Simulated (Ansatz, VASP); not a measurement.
## Ge in VASP and in Ansatz

```
Ge
1.0
     2.87898    0.00000    0.00000
    -1.43949    2.49327    0.00000
     0.00000    0.00000    2.69328
Ge
1
Direct
  0.00000 0.00000 0.50000
```

Alike in both runs: functional PBE; k mesh 24 × 24 × 20; occupations gaussian, width 0.1 eV; no spin polarisation.

Ansatz relaxed the structure, and its values are those at the end. VASP's run is a single point on that final structure, the one shown.

|  | VASP | Ansatz |
| --- | --- | --- |
| version | VASP 6.6.1 | Ansatz 0.2.0 |
| potentials or method | VASP PAW PBE potentials, release 64 (Ge_d) | scalar-relativistic, plane waves, PAW |
| plane-wave cutoff (eV) | 520 | 420 |
| valence electrons in the cell | 14 | 14 |

Ansatz gave:

```
gap on the k mesh at the Fermi level (eV) : none
pressure (GPa)                            : 0.0
```

Task: What did VASP give for the same quantities?

Result: gap on the k mesh at the Fermi level (eV): none; pressure (GPa): -0.2.

A gap of «none» marks a metal or a gap that the smearing closes. The functional is the same, so the differences come from potentials, cutoffs and numerics.
